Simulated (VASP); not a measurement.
A run of VASP 6.6.1:

The input INCAR:

```
SYSTEM = W
ALGO = Normal ; EDIFF = 1E-7
EDIFFG = -0.005 ; ENCUT = 600
GGA = PE ; IBRION = 2
ISIF = 3 ; ISMEAR = -1
LASPH = .TRUE. ; LCHARG = .FALSE.
LREAL = .FALSE. ; LWAVE = .FALSE.
NELM = 100 ; NSW = 45
PREC = Accurate ; SIGMA = 0.05
```

Contents of KPOINTS:

```
k-points
0
G
  18 18 18
  0 0 0
```

Contents of POSCAR:

```
W
1.0
    0.0000000000      2.0185871169      2.0185871169
    2.0185871169      0.0000000000      2.0185871169
    2.0185871169      2.0185871169      0.0000000000
W
1
Direct
    0.0000000000      0.0000000000      0.0000000000
```

Potentials or basis: VASP PAW PBE potentials, release 64 (W_sv).

Run with:

```console
$ cat potpaw_PBE.64/W_sv/POTCAR > POTCAR
$ mpirun -np 1 vasp_std > vasp.out
```

Hardware: 1 thread of Intel(R) Xeon(R) Platinum 8488C (Sapphire Rapids) (shared host).

Question: How long does it take, and how much memory?

Answer: Run time: 38 s on 1 thread of Intel(R) Xeon(R) Platinum 8488C (Sapphire Rapids), on a shared host, peak memory 0.17 GiB. Counts: scf iterations 27, k points 195, ion steps 3.
